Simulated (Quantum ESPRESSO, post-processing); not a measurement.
# AlP(110), H on both faces: a series in the number of layers, part 5 of 12

What law, if any, do the results for AlP(110), H on both faces follow against the number of layers?

Quantum ESPRESSO 7.5; plane-wave DFT, PBE, GBRV ultrasoft pseudopotentials.

So far. Step 2 (Relaxing cell and ions of the reference):  The last row is no step: it is a fresh SCF in the final cell with a new plane-wave basis, +0 meV from the row before. Step 4 (Relaxing the ions, 3 layers): The relaxation lowers the energy by 15 meV an atom.

The structure was built from a prototype and need not be the compound's stable phase.

**7. Ground state, 3 layers: field 0.1 V/Å**

The same atoms in a field; the change of the dipole measures the screening.

m0.f1.in

```
&control
  prefix = 'm0.f1'
  outdir = './out'
  pseudo_dir = './pseudo'
  calculation = 'scf'
  tprnfor = .true.
  tefield = .true.
  dipfield = .true.
/
&system
  ibrav = 0
  nat = 10
  ntyp = 3
  ecutwfc = 40
  ecutrho = 200
  occupations = 'smearing'
  smearing = 'fd'
  degauss = 0.002
  edir = 3
  emaxpos = 0.97
  eopreg = 0.04
  eamp = 0.00194469
  nbnd = 18
/
&electrons
  conv_thr = 1e-09
  mixing_beta = 0.4
  electron_maxstep = 120
  mixing_mode = 'plain'
  startingpot = 'file'
/
ATOMIC_SPECIES
  H   1.0080  h_pbe_v1.4.uspp.F.UPF
  Al  26.9815  al_pbe_v1.uspp.F.UPF
  P   30.9738  p_pbe_v1.5.uspp.F.UPF
CELL_PARAMETERS angstrom
  5.50329919300000 0.00000000000000 0.00000000000000
  0.00000000000000 3.89386087700000 0.00000000000000
  0.00000000000000 0.00000000000000 22.44671343675356
ATOMIC_POSITIONS crystal
  H   0.828703664000 0.000000000000 0.351645042700
  H   0.398374019900 0.500000000000 0.365297990100
  Al  -0.004271247200 0.000000000000 0.409776399800
  P   0.246989918300 0.500000000000 0.416833911400
  Al  0.516586877200 0.500000000000 0.500000000000
  P   0.764481379200 0.000000000000 0.500000000000
  Al  -0.004271247200 0.000000000000 0.590223600200
  P   0.246989918300 0.500000000000 0.583166088600
  H   0.398374019900 0.500000000000 0.634702009900
  H   0.828703664000 0.000000000000 0.648354957300
K_POINTS automatic
  4 4 1 0 0 0
```

The run is started by

```bash
cp -r out/m0.f0.save out/m0.f1.save
OMP_NUM_THREADS=1 mpirun -n 4 pw.x -nk 1 -in m0.f1.in > m0.f1.out
```

Log:

```text
[banner, memory and clock lines left out]
Program PWSCF v.7.5 starts
[citation notice left out]

[...]
bravais-lattice index     =            0
     lattice parameter (alat)  =      10.3997  a.u.
     unit-cell volume          =    3246.0329 (a.u.)^3
     number of atoms/cell      =           10
     number of atomic types    =            3
     number of electrons       =        28.00
     number of Kohn-Sham states=           18
     kinetic-energy cutoff     =      40.0000  Ry
     charge density cutoff     =     200.0000  Ry
     scf convergence threshold =      1.0E-09
     mixing beta               =       0.4000
     number of iterations used =            8  plain     mixing
     Exchange-correlation=  SLA  PW   PBX  PBC
                           (   1   4   3   4   0   0   0)

[...]
PseudoPot. # 1 for H  read from file:
     ./pseudo/h_pbe_v1.4.uspp.F.UPF
     Pseudo is Ultrasoft, Zval =  1.0
     Generated by new atomic code, or converted to UPF format
     Using radial grid of  615 points,  2 beta functions with:
                l(1) =   0
                l(2) =   0
     Q(r) pseudized with  8 coefficients,  rinner =    0.700

     PseudoPot. # 2 for Al read from file:
     ./pseudo/al_pbe_v1.uspp.F.UPF
     Pseudo is Ultrasoft + core correction, Zval =  3.0
     Generated by new atomic code, or converted to UPF format
     Using radial grid of  893 points,  3 beta functions with:
                l(1) =   0
                l(2) =   1
                l(3) =   2
     Q(r) pseudized with  8 coefficients,  rinner =    0.900   0.900   0.900
                                                       0.900   0.900

     PseudoPot. # 3 for P  read from file:
     ./pseudo/p_pbe_v1.5.uspp.F.UPF
     Pseudo is Ultrasoft + core correction, Zval =  5.0
     Generated by new atomic code, or converted to UPF format
     Using radial grid of  903 points,  6 beta functions with:
                l(1) =   0
                l(2) =   0
                l(3) =   1
                l(4) =   1
                l(5) =   2
                l(6) =   2
     Q(r) pseudized with  8 coefficients,  rinner =    1.300   1.300   1.300
                                                       1.300   1.300

     atomic species   valence    mass     pseudopotential
     H                 1.00     1.00800     H ( 1.00)
     Al                3.00    26.98150     Al( 1.00)
     P                 5.00    30.97380     P ( 1.00)

     No symmetry found

[...]
number of k points=    10  Fermi-Dirac smearing, width (Ry)=  0.0020
[...]
Dense  grid:   155189 G-vectors     FFT dimensions: (  48,  36, 192)

     Smooth grid:   110935 G-vectors     FFT dimensions: (  45,  30, 180)

     The initial density is read from file :
     ./out/m0.f1.save/charge-density

     negative rho (up, down):  6.493E-04 0.000E+00

     Adding external electric field

     Computed dipole along edir(3) :
        Dipole                0.0000 Ry au,          0.0000 Debye
        Dipole field          0.0000 Ry au,

        E field amplitude [Ha a.u.]:  1.9447E-03
        Potential amp.        0.1584 Ry
        Total length         40.7214 bohr

     Starting wfcs are   28 randomized atomic wfcs

     per-process dynamical memory:    41.4 Mb

     Self-consistent Calculation

     iteration #  1     ecut=    40.00 Ry     beta= 0.40
     Davidson diagonalization with overlap
     c_bands:  1 eigenvalues not converged
     c_bands:  1 eigenvalues not converged
     c_bands:  2 eigenvalues not converged
     c_bands:  1 eigenvalues not converged
     c_bands:  2 eigenvalues not converged
     c_bands:  1 eigenvalues not converged
     c_bands:  1 eigenvalues not converged
     ethr =  1.00E-05,  avg # of iterations = 19.9

     negative rho (up, down):  6.483E-04 0.000E+00

     Adding external electric field

     Computed dipole along edir(3) :
        Dipole                0.2916 Ry au,          0.7412 Debye
        Dipole field          0.0011 Ry au,

        E field amplitude [Ha a.u.]:  1.9447E-03
        Potential amp.        0.0664 Ry
        Total length         40.7214 bohr

     total energy              =     -71.52364989 Ry
     estimated scf accuracy    <       0.00704402 Ry

     iteration #  2     ecut=    40.00 Ry     beta= 0.40
[...]
negative rho (up, down):  6.486E-04 0.000E+00

[...]
Dipole                0.1369 Ry au,          0.3480 Debye
[...]
E field amplitude [Ha a.u.]:  1.9447E-03
[...]
total energy              =     -71.52528782 Ry
     estimated scf accuracy    <       0.01234791 Ry

     iteration #  3     ecut=    40.00 Ry     beta= 0.40
[...]
negative rho (up, down):  6.489E-04 0.000E+00

[...]
Dipole                0.1282 Ry au,          0.3260 Debye
[...]
E field amplitude [Ha a.u.]:  1.9447E-03
[...]
total energy              =     -71.52680755 Ry
     estimated scf accuracy    <       0.00008284 Ry

     iteration #  4     ecut=    40.00 Ry     beta= 0.40
[...]
negative rho (up, down):  6.490E-04 0.000E+00

[...]
Dipole                0.1378 Ry au,          0.3502 Debye
[...]
E field amplitude [Ha a.u.]:  1.9447E-03
[...]
total energy              =     -71.52689362 Ry
     estimated scf accuracy    <       0.00003150 Ry

     iteration #  5     ecut=    40.00 Ry     beta= 0.40
[...]
negative rho (up, down):  6.493E-04 0.000E+00

[...]
Dipole                0.1392 Ry au,          0.3538 Debye
[...]
E field amplitude [Ha a.u.]:  1.9447E-03
[...]
total energy              =     -71.52689858 Ry
     estimated scf accuracy    <       0.00000058 Ry

     iteration #  6     ecut=    40.00 Ry     beta= 0.40
[...]
negative rho (up, down):  6.492E-04 0.000E+00

[...]
Dipole                0.1392 Ry au,          0.3537 Debye
[...]
E field amplitude [Ha a.u.]:  1.9447E-03
[...]
total energy              =     -71.52689913 Ry
     estimated scf accuracy    <       0.00000005 Ry

     iteration #  7     ecut=    40.00 Ry     beta= 0.40
[...]
negative rho (up, down):  6.492E-04 0.000E+00

[...]
Dipole                0.1390 Ry au,          0.3534 Debye
[...]
E field amplitude [Ha a.u.]:  1.9447E-03
[...]
total energy              =     -71.52689913 Ry
     estimated scf accuracy    <       0.00000003 Ry

     iteration #  8     ecut=    40.00 Ry     beta= 0.40
[...]
negative rho (up, down):  6.492E-04 0.000E+00

[...]
Dipole                0.1390 Ry au,          0.3533 Debye
[...]
E field amplitude [Ha a.u.]:  1.9447E-03
[...]
total energy              =     -71.52689913 Ry
     estimated scf accuracy    <          2.2E-09 Ry

     iteration #  9     ecut=    40.00 Ry     beta= 0.40
[...]
negative rho (up, down):  6.491E-04 0.000E+00

[...]
Dipole                0.1391 Ry au,          0.3537 Debye
[...]
E field amplitude [Ha a.u.]:  1.9447E-03
[...]
End of self-consistent calculation

          k = 0.0000 0.0000 0.0000 ( 13939 PWs)   bands (ev):

   -13.9504 -13.2309 -12.2326  -7.8142  -7.6009  -7.4317  -6.1107  -5.4050
    -5.2715  -4.4487  -3.6328  -3.5934  -3.5405  -2.8743  -0.2616   0.6212
     0.9089   1.3135

          k = 0.0000 0.3533 0.0000 ( 13881 PWs)   bands (ev):

   -13.5817 -12.9760 -12.1300  -7.7068  -7.6018  -7.3654  -6.1679  -5.6772
    -5.5202  -5.0314  -4.5448  -4.4043  -3.9147  -3.7148   0.3446   0.6950
     1.1330   1.5701

[...]
the Fermi energy is    -2.0103 ev

!    total energy              =     -71.52689913 Ry
     estimated scf accuracy    <          4.1E-10 Ry
     smearing contrib. (-TS)   =      -0.00000000 Ry
     internal energy E=F+TS    =     -71.52689913 Ry

     The total energy is F=E-TS. E is the sum of the following terms:
     one-electron contribution =    -437.24091379 Ry
     hartree contribution      =     223.27396931 Ry
     xc contribution           =     -33.35327543 Ry
     ewald contribution        =     175.79378701 Ry
     electric field correction =      -0.00046624 Ry

     convergence has been achieved in   9 iterations

     negative rho (up, down):  6.491E-04 0.000E+00

     Forces acting on atoms (cartesian axes, Ry/au):

     atom    1 type  1   force =     0.00002269    0.00000001   -0.00081608
     atom    2 type  1   force =    -0.00006818    0.00000002   -0.00008939
     atom    3 type  2   force =    -0.00003040    0.00000002    0.00137329
     atom    4 type  3   force =    -0.00023546   -0.00000005   -0.00048173
     atom    5 type  2   force =     0.00024401    0.00000001    0.00113237
     atom    6 type  3   force =    -0.00044789   -0.00000004   -0.00124800
     atom    7 type  2   force =     0.00031991    0.00000000    0.00147116
     atom    8 type  3   force =     0.00033015   -0.00000001   -0.00064502
     atom    9 type  1   force =    -0.00025909    0.00000001   -0.00000734
     atom   10 type  1   force =     0.00012426    0.00000002   -0.00068926

     Total force =     0.003050     Total SCF correction =     0.000044

[...]
```

Wall time 22 s (4 MPI ranks of Arm Neoverse V1, shared host); peak memory 0.83 GiB; 87 s of CPU time.

Read from the output:

* free energy: -973.1730 eV
* Fermi energy: -2.010 eV
* dipole along the normal: 0.07364 e·Å
* valence top, on the run's zero: -2.874 eV
* conduction bottom, on the run's zero: -0.3562 eV
* gap by band count: 2.518 eV

**8. Electrostatic potential, 3 layers**

m0.f1.pot.in

```
&inputpp
  prefix = 'm0.f1'
  outdir = './out'
  filplot = 'm0.f1.pot.dat'
  plot_num = 11
/
```

The run is started by

```bash
OMP_NUM_THREADS=1 mpirun -n 4 pp.x -in m0.f1.pot.in > m0.f1.pot.out
```

Log:

```text
[banner, memory and clock lines left out]
Program POST-PROC v.7.5 starts
[citation notice left out]

[...]
./out/m0.f1.save/

[...]
negative rho (up, down):  6.491E-04 0.000E+00

     Adding external electric field

     Computed dipole along edir(3) :
        Dipole                0.1391 Ry au,          0.3537 Debye
        Dipole field          0.0005 Ry au,

        E field amplitude [Ha a.u.]:  1.9447E-03
        Potential amp.        0.1145 Ry
        Total length         40.7214 bohr

     Calling punch_plot, plot_num =  11

     Adding external electric field

     Computed dipole along edir(3) :
        Dipole                0.1391 Ry au,          0.3537 Debye
        Dipole field          0.0005 Ry au,

        E field amplitude [Ha a.u.]:  1.9447E-03
        Potential amp.        0.1145 Ry
        Total length         40.7214 bohr

     Writing data to file  m0.f1.pot.dat
     Message from routine chdens:
     namelist plot not found or invalid, exiting
```

The job ended after 1.2 s (4 MPI ranks; peak memory 0.16 GiB).

This step gave:

| Quantity | Value |
| --- | --- |
| slope of the potential above | 0.1000 eV/Å |
| upper vacuum line continued to the top atoms, over the valence top | 5.796 eV |
| slope of the potential below | 0.10000 eV/Å |
| lower vacuum line continued to the bottom atoms, over the valence top | 5.752 eV |

Electrostatic potential energy of an electron, with the sawtooth; zero at the highest filled level of the SCF mesh. The potential energy, planar mean by z:

```
z (Å)  potential energy, planar mean (eV)
  0.0                                5.37
  0.5                                5.01
  1.0                                5.06
  1.5                                5.11
  2.0                                5.16
  2.5                                5.21
  3.0                                5.26
  3.5                                5.31
  4.0                                5.36
  4.5                                5.41
  5.0                                5.46
  5.5                                5.51
  6.0                                5.55
  6.5                                5.56
  7.0                                5.45
  7.5                                4.73
  8.0                                2.84
  8.5                               0.680
  9.0                               -5.83
  9.5                               -6.99
 10.0                              -0.649
 10.5                              -0.462
 11.0                               -6.97
 11.5                               -6.32
 12.0                             -0.0491
 12.5                               -1.13
 13.0                               -7.39
 13.5                               -4.99
 14.0                                1.16
 14.5                                3.14
 15.0                                5.04
 15.5                                5.72
 16.0                                5.90
 16.5                                5.98
 17.0                                6.04
 17.5                                6.09
 18.0                                6.14
 18.5                                6.19
 19.0                                6.24
 19.5                                6.29
 20.0                                6.34
 20.5                                6.39
 21.0                                6.44
 21.5                                6.49
 22.0                                6.13
```

The slope in the vacuum is 0.100 eV/Å for an applied 0.10 V/Å, as it should be.

**9. Response between 0 and 0.1 V/A, ions held, 3 layers**

The polarisability follows from the two dipoles.

This step gave:

- change of slope in the vacuum: 0.10000 eV/Å
- polarisability a cell: 10.60 Å³
- sheet polarisability 4πα/A: 6.218 Å

Change of the potential energy, second field less first against z:

z (Å), change of the potential energy, second field less first (eV) and a bar from the least value:
```
      0.0     -0.405 #######
      0.5     -0.761 
      1.0     -0.711 #
      1.5     -0.661 ##
      2.0     -0.611 ###
      2.5     -0.561 ####
      3.0     -0.511 #####
      3.5     -0.461 ######
      4.0     -0.411 #######
      4.5     -0.361 ########
      5.0     -0.311 #########
      5.5     -0.261 ##########
      6.0     -0.212 ###########
      6.5     -0.163 ############
      7.0     -0.118 #############
      7.5     -0.080 ##############
      8.0     -0.055 ##############
      8.5     -0.042 ###############
      9.0     -0.032 ###############
      9.5     -0.023 ###############
     10.0     -0.016 ###############
     10.5     -0.011 ###############
     11.0     -0.004 ###############
     11.5      0.005 ################
     12.0      0.011 ################
     12.5      0.016 ################
     13.0      0.024 ################
     13.5      0.033 ################
     14.0      0.043 ################
     14.5      0.057 #################
     15.0      0.084 #################
     15.5      0.123 ##################
     16.0      0.169 ###################
     16.5      0.218 ####################
     17.0      0.267 #####################
     17.5      0.317 ######################
     18.0      0.367 #######################
     18.5      0.417 ########################
     19.0      0.467 #########################
     19.5      0.517 ##########################
     20.0      0.567 ###########################
     20.5      0.617 ############################
     21.0      0.667 #############################
     21.5      0.717 ##############################
     22.0      0.358 #######################
```

(Part 5 of 12 ends here.)

[Logs are printed without paths, hosts, clocks, repeated set-up lines and the standing remarks that a program may print on its own settings, such as how far it seeks lower states.]

[Hosts, paths, dates, database ids (printed as entryN), source tags and the programs' standing remarks are cut or masked in the printed files.]

[Maps of the electrostatic potential energy from Ansatz leave out the sawtooth potential of an applied field or a dipole correction, so their vacuum need not be flat; planar profiles and work functions include it.]
